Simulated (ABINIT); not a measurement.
CdSe (Cadmoselite):

```
Cd Se
1.0
     4.30000    0.00000    0.00000
    -2.15000    3.72391    0.00000
     0.00000    0.00000    7.02000
Cd Se
2 2
Direct
  0.66667 0.33333 0.50000
  0.33333 0.66667 0.00000
  0.66667 0.33333 0.88500
  0.33333 0.66667 0.38500
```

Base run:

- Program: ABINIT 10.8.3 (patched build)
- Functional: PBEsol
- Potentials or basis: PseudoDojo NC SR PBEsol v0.4.1 standard
- Cutoff: 1279 eV
- k mesh: 5 × 5 × 3
- Occupations: fermi-dirac, width 0.05 eV
- Spin: no spin polarisation

Its results: band gap on the k mesh 0.57 eV, direct; largest force 0.270 eV/Å.

Problem. The run is repeated on the same cell with these changes: functional from PBEsol to LDA; potentials or basis from PseudoDojo NC SR PBEsol v0.4.1 standard to PseudoDojo NC SR LDA v0.4.1 standard. What comes out?

Solution. Band gap on the k mesh 0.42 eV, direct; largest force 0.259 eV/Å.

